**Question**

I have run cubic boron nitride with five gradient functionals, each with its own D4 dispersion correction, and got this:

ABINIT 10.8.3, plane-wave DFT with D4 dispersion (dftd4 4.3.1) and JTH PAW PBE v2.0 datasets, for cubic BN (F-43m, given cell 5.96 Å³/atom). Wave cutoff 707.5 eV, fine-grid cutoff 1306.15 eV, 13×13×13 k mesh, Fermi-Dirac smearing of 0.05 eV. Each row is fitted to energies at seven scaled volumes, with cell shape and fractional coordinates fixed.

```csv
functional,equilibrium volume (Å³/atom),equilibrium volume change (% of the given cell),bulk modulus (GPa),bulk modulus slope
PBE,5.866,-1.570,385.2,3.890
PBEsol,5.817,-2.390,393.7,3.800
revPBE,5.807,-2.550,397.0,4.040
BLYP,5.875,-1.420,381.1,3.960
PW91,5.867,-1.550,384.4,3.800
```

I'd like to understand what I am looking at before I choose a functional for a larger study:

1. Which functional gives the smallest crystal, and is the difference large?
2. What makes one functional prefer a smaller cell than another?
3. Why does the stiffness differ too?
4. Could I have predicted the bulk modulus from the volume alone?
5. revPBE has a reputation for long bonds. Does it show here, and what would change if I switched D4 off?
6. Would the choice matter more if I replaced boron by aluminium?
7. Which digits can I trust, and which functional is the most accurate?

**Answer**

**1. Which functional gives the smallest crystal?**

revPBE does, with 5.807 Å³ per atom, closely followed by PBEsol. PBE, PW91 and BLYP form a second group about one percent higher. From the smallest to the largest cell the volume grows by 1.2%, which changes the boron–nitrogen bond by only 0.006 Å. For a density or a packing estimate, that is a small effect. For elastic properties it matters more, as the third answer shows.

**2. What makes one functional prefer a smaller cell?**

Picture a stiff spring standing on a table, with a small weight placed on top. The spring settles a little lower, by an amount that depends on the weight and on the stiffness. Here the spring is the boron nitride crystal as PBE describes it, and the weight is whatever another functional adds to the energy. That addition matters only through its change with volume. A constant offset, however large, moves nothing.

The weight can be read off the calculated energies. Subtract the PBE energy from that of another functional at the same volume, and see how the difference changes as the cell grows. If it rises, expansion costs more than it does in PBE, and the crystal is pulled inward as if by an external pressure. Over the range of volumes studied, this extra pull averages 3.8 GPa for revPBE and 3.2 GPa for PBEsol. For BLYP it is a weak outward push of 0.6 GPa.

A few gigapascals is tens of thousands of atmospheres, yet this crystal hardly yields to it. The bulk modulus is the pressure needed per fractional loss of volume, and for PBE it is 385 GPa. A pull of 3.8 GPa therefore shrinks the cell by about 3.8/385, or one percent, which is the difference between PBE and revPBE in the table. Both figures come from the same energy curves, so their agreement shows that the picture is consistent and is no independent test of it.

As for where the pull comes from, theory offers a clear argument in the case of PBEsol. Gradient functionals lower the energy of electron densities that vary strongly in space, and stretching a crystal makes its density more uneven. A functional that rewards unevenness generously therefore favours larger cells. PBEsol was built with a weaker gradient dependence in its exchange part than PBE, so it gives less reward for stretching and should settle at a smaller volume. The pull quoted above also contains the difference between the D4 terms of the two functionals, which these energies don't separate.

**3. Why does the stiffness differ too?**

The bulk modulus runs in exactly the opposite order to the volume: the smallest cell is the stiffest and the largest is the softest. This is mostly one effect seen twice. When bonds are shortened, the electrons are confined more tightly and the repulsion between the atoms climbs steeply, so each further step of compression costs more than the last. A functional that settles at a shorter bond samples a more strongly curved part of nearly the same energy curve, and it is the curvature that sets the stiffness.

The bulk modulus slope in the table tells how fast this happens. It is the rise of the bulk modulus per unit of pressure, and it lies close to 4 in every row. One percent less volume should therefore mean roughly four percent more stiffness. That is why a spread of 1.2% in volume comes with a spread of 4.2% in bulk modulus.

**4. Could the bulk modulus be predicted from the volume alone?**

Largely, yes. Call the volume $V$, the pressure $P$, the bulk modulus $B$ and its slope $B'$. By definition, a small compression raises the pressure by $dP = -B\,dV/V$, and the bulk modulus responds as $dB = B'\,dP$. Combining the two gives $dB/B = -B'\,dV/V$. If $B'$ is taken as constant over the small change of volume, this integrates to

$$B = B_0\left(\frac{V}{V_0}\right)^{-B'},$$

where $B_0$ and $V_0$ are the PBE values and $B'$ is the PBE slope.

For revPBE the volume ratio is 5.807/5.866, or 0.990. Raised to the power −3.89, it gives a factor of 1.040, and the estimate is 385.2 GPa × 1.040, about 401 GPa. The calculation gives 397 GPa. The volume alone thus predicts a rise of 15 GPa over PBE where the full calculation gives 12 GPa. No revPBE result other than the volume went into this estimate.

The direction comes out right for all four functionals compared with PBE, though PW91 differs from PBE by less than one gigapascal, too little to count as a success. For the other three, the estimate is too high, by about 1% of the bulk modulus or less. Measured against the small differences between functionals, that is a sizeable miss: for PBEsol the estimate gives a rise of 13 GPa over PBE where the calculation gives 8.5 GPa, and for BLYP a fall of 2.3 GPa where the calculation gives 4.1 GPa. The spring shows why. A weight presses equally hard wherever the spring stands, whereas the extra pull of a functional changes with volume. For revPBE it falls from 4.0 GPa in the compressed half of the range to 3.7 GPa in the expanded half.

A pull that fades as the crystal expands works against the restoring force. Stretch the crystal, and less holds it back; compress it, and more helps the compression along. Both make the solid softer than the PBE crystal squeezed to the same volume. BLYP fits the same rule from the other side, because its outward push grows as the cell expands.

**5. Does the reputation of revPBE show here?**

It does not; the order is turned round. Without a dispersion correction, revPBE is known to give longer bonds and larger cells than PBE, because its exchange part rewards uneven densities more strongly. By the argument of the second answer, it should then stand on the other side of PBE from PBEsol. In the table it lies slightly below PBEsol.

The likely reason is the D4 term. Such corrections are adjusted separately for each functional, and one that binds too weakly by itself receives a larger attraction to make up for it. The correction for revPBE is large and is damped in a way that lets it act at fairly short distances. In a dense crystal, where many further atoms lie just beyond the four bonded neighbours, these attractions add up to an inward pull. BLYP also carries a large correction, which would explain why it ends up so close to PBE instead of well above it.

With D4 switched off, all five cells should grow, because each loses an inward pull. The order should change too: the known behaviour of the bare functionals suggests that revPBE would move above PBE, that BLYP, already slightly above it, would move further away, and that PBEsol would be left with the smallest cell. The calculated energies contain functional and correction together, so they don't show how much each contributes. The shape of the pull gives no clue either: it fades by about 7% between the two halves of the range for both revPBE and PBEsol, although the suggested causes differ.

The practical lesson is to treat "revPBE with D4" as one method and never to change half of it in the middle of a study. The small revPBE cell should also not be read as a sign of stronger covalent bonds. Before a larger study, test the pair on other kinds of solid as well: the closely related functional RPBE, combined with the older D3 correction, is known to shrink metals far too much.

**6. Would the choice matter more with aluminium in place of boron?**

Possibly. The shift in volume is the extra pull divided by the bulk modulus, so a softer crystal yields more to the same pull. Aluminium nitride in the same structure has weaker bonds and is much softer. If its bulk modulus were half that of boron nitride and the pull of revPBE stayed the same, the volume would shift by about two percent instead of one.

The uncertain part is the pull itself. Aluminium brings longer bonds, a different density and different dispersion coefficients, all of which enter it. The division by stiffness is sound physics, while the unchanged pull is only a guess. A few energies at different volumes with both functionals would settle the matter.

**7. Which digits can be trusted, and which functional is the most accurate?**

The gap of nearly one percent between the two groups of volumes is a real difference between the methods as they were run. The order within each group is less secure. revPBE and PBEsol differ by 0.17%, and BLYP and PBE by 0.15%. All five functionals use atomic datasets made for PBE, and the effect of that mismatch on the other four is untested. PBE and PW91 agree to 0.02% and are best regarded as tied, as their closely related construction would suggest.

For the bulk modulus, whole gigapascals are as fine as one should read. The bulk modulus slope deserves one decimal at most. It depends on how the curvature of the energy changes along the curve, which seven points fix less firmly than the volume, so its spread of 0.24 should not be given a chemical meaning without a closer check of the fit. The volumes themselves come from the minimum of the energy curve. No pressures were computed directly in these runs, so the two routes can't be compared for boron nitride. If your larger study is to use computed pressures, for instance to relax cells, check them against the slope of the energies first: in the data makers' tests on other systems, pressures computed at a fixed plane-wave basis came out below that slope.

The table doesn't single out a most accurate functional. The column of volume changes compares each result with the starting cell, not with a measurement, so its negative signs are not errors. The calculations also describe atoms at rest, whereas real atoms vibrate even at absolute zero and push the crystal slightly apart. In a solid made of such light atoms, that expansion can be as large as the whole spread between the functionals, so it has to be accounted for before any of them is called right or wrong.
